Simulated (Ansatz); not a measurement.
Space group P4/mmm (No. 123). a = 2.682 Å, b = 2.682 Å, c = 5.104 Å, α = 90.00°, β = 90.00°, γ = 90.00°
```
atom site symmetry x y z
  Fe    1a     4/mmm  0.0000  0.0000  0.0000
  Si    2h       4mm  0.5000  0.5000  0.2710
```

Equation of state of this FeSi2 structure (not necessarily the ground state), with shape and atoms relaxed at each volume where symmetry leaves them free. It has no gap at any of these volumes. These are results of Ansatz 0.2.0, DFT r2SCAN, scalar-relativistic, plane waves, PAW, not measurements.

Settings: cutoff 500 eV, Γ-centred mesh 16×16×8 on the computed 3-atom cell, Gaussian smearing of 0.10 eV; collinear spin.

```csv
V (Å³/atom),E − E(largest V) (meV/atom),P (GPa)
10.772,73.71,33.13
11.140,10.01,22.68
11.507,-31.53,13.80
11.874,-54.29,6.29
12.241,-61.20,-0.02
12.608,-54.86,-5.25
12.976,-37.60,-9.69
13.465,0.00,-14.68
```

Fit a third-order Birch–Murnaghan equation to E(V).

V0 = 12.24 Å³/atom, B0 = 192 GPa, B0' = 4.8.

The state reached may not be the lowest one.